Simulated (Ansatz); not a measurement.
# Relaxing C

The calculation used Ansatz 0.2.0, DFT PBEsol, scalar-relativistic, plane waves, PAW. Cutoff 420 eV, Γ-centred k mesh, Gaussian smearing, no spin polarisation in the final step.

The start puts C on the simple hexagonal structure type (P6/mmm, No. 191), at a guessed volume.

```
CELL_PARAMETERS angstrom
2.39288 0.00000 0.00000
-1.19644 2.07229 0.00000
0.00000 0.00000 2.23584
ATOMIC_POSITIONS crystal
C 0.00000 0.00000 0.00000
```

Cell and atoms relax at zero pressure; the relaxation can't lower the symmetry of the start. After a coarse first stage the cell is made exact in the group found at 0.06 Å.

Energies count from the standard state of C at the same level.

(1) What does it relax into?

(2) What are its volume, energy, density and gap?

Answers

(1) It keeps P6/mmm (No. 191). The result has the simple hexagonal structure. Conventional cell: a = 2.001 Å, c = 1.579 Å. C has 2 C at 1.58 Å and 6 C at 2.00 Å.

```xyz
1
Lattice="2.0012 0.0000 0.0000 -1.0006 1.7331 0.0000 0.0000 0.0000 1.5788" Properties=species:S:1:pos:R:3 pbc="T T T"
C     0.0000    0.0000    0.0000
```

(2) The volume per atom is 5.48 Å³ and the density is 3.64 g/cm³. The energy over the standard structure is 2.77 eV/atom. The gap on the 33×33×34 mesh is 0 eV (a metal).

The final run used a 33×33×34 mesh on its 1-atom cell and 0.10 eV smearing. For metals, differences of a few meV/atom aren't resolved. A structure relaxed within its symmetry needn't be a true minimum.